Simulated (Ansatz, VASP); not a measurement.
# One calculation of BN, two programs

INCAR

```
PREC = Accurate ; ENCUT = 520
EDIFF = 1E-6 ; ISMEAR = 0
SIGMA = 0.01 ; LREAL = False
LASPH = True ; NELM = 100
ALGO = Normal ; ISIF = 2
LWAVE = False ; LCHARG = False
GGA = PE ; NBANDS = 16
```

The input KPOINTS:

```
regular mesh
0
Gamma
  9 9 4
```

Contents of POSCAR:

```
BN
1.0
    2.5439500013      0.0000000000      0.0000000000
   -1.2719750007      2.2031253271      0.0000000000
    0.0000000000      0.0000000000      4.2078153363
B N
2 2
Direct
    0.3333333333      0.6666666667      0.0002034648
    0.6666666667      0.3333333333      0.5002034648
    0.3333333333      0.6666666667      0.3747965352
    0.6666666667      0.3333333333      0.8747965352
```

Input for Ansatz:

```yaml
crystal:
  lattice:
    - [2.5439500013, 0.0, 0.0]
    - [-1.2719750007, 2.2031253271, 0.0]
    - [0.0, 0.0, 4.2078153363]
  atoms:
    - { symbol: B, position: [0.3333333333, 0.6666666667, 0.0002034648] }
    - { symbol: B, position: [0.6666666667, 0.3333333333, 0.5002034648] }
    - { symbol: "N", position: [0.3333333333, 0.6666666667, 0.3747965352] }
    - { symbol: "N", position: [0.6666666667, 0.3333333333, 0.8747965352] }
kpoints:
  mp_grid: { grid: [9, 9, 4] }
hamiltonian:
  xc: pbe
scf:
  occupations: { method: fixed }
  n_extra_bands: 5
output:
  forces: true
  stress: true
  eigenvalues: true
```

The cell was built by a generator and needn't be a form met in nature.

Alike in both runs: task single point; functional PBE; k mesh 9 × 9 × 4; no spin polarisation.

|  | VASP | Ansatz |
| --- | --- | --- |
| version | VASP 6.6.1 | Ansatz 0.2.0 |
| potentials or method | VASP PAW PBE potentials, release 64 (B, N) | plane waves, PAW |
| plane-wave cutoff (eV) | 520 | 420 |
| occupations | gaussian, width 0.01 eV | fixed |
| valence electrons in the cell | 16 | 16 |

Ansatz gave:

```
gap on the k mesh at the Fermi level (eV)       : 5.21
pressure (GPa)                                  : 4.7
largest component of the traceless stress (GPa) : 0.07
rms of the force components (eV/Å)              : 0.004
```

**Question.** What did VASP give for the same quantities?

**Answer.** gap on the k mesh at the Fermi level (eV): 5.19; pressure (GPa): 4.9; largest component of the traceless stress (GPa): 0.11; rms of the force components (eV/Å): 0.005.

Atom by atom the forces differ by 0.001 eV/Å (rms over components).

Caveats: an odd mesh through Γ misses points on the zone boundary, where band edges often lie.
